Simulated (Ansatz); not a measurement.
A 4-atom cell of SnO (Pmn2_1) from a materials database, relaxed with r2SCAN+rVV10: it is orthorhombic, Pmn2_1 (No. 31); a = 3.303 Å, b = 5.758 Å, c = 4.001 Å in the conventional setting, 19.02 Å³ an atom. Sn is surrounded by 3 O at 2.12–2.13 Å; O is surrounded by 3 Sn at 2.12–2.13 Å. One-shot G0W0@r2SCAN in the plane-wave code Ansatz on a 4×2×4 mesh (contour deformation, no spin-orbit coupling), from an r2SCAN gap of 2.245 eV over the mesh points (the G0W0 gap is indirect on the mesh); the number N of bands summed and the screening cutoff rise together. Calculated for a static, non-magnetic cell.

```tsv
N	cutoff (eV)	1000/N	G0W0 gap (eV)
143	80	6.993	2.781
306	140	3.268	2.920
```

Q: Lay a straight line in 1000/N through these rows.

A: The slope is -0.0373 eV per unit of 1000/N and the intercept 3.042 eV.

Q: Predict the gap at N = 545 (210 eV).

A: 3.042 + (-0.0373) × 1.835 = 2.974 eV; the run gives 2.978 eV, +0.004 eV from the line.

Q: With that run's result added, what limit do the last two rows suggest?

A: Their slope is (2.978 − 2.920)/(1.835 − 3.268) = -0.0405, which meets 1/N = 0 at 3.05 eV, against 3.042 eV from the first line. The two lines nearly agree; the k mesh isn't extrapolated.

No spin-orbit coupling is included; it can move band edges with weight on the heavy atoms by tenths of an eV.
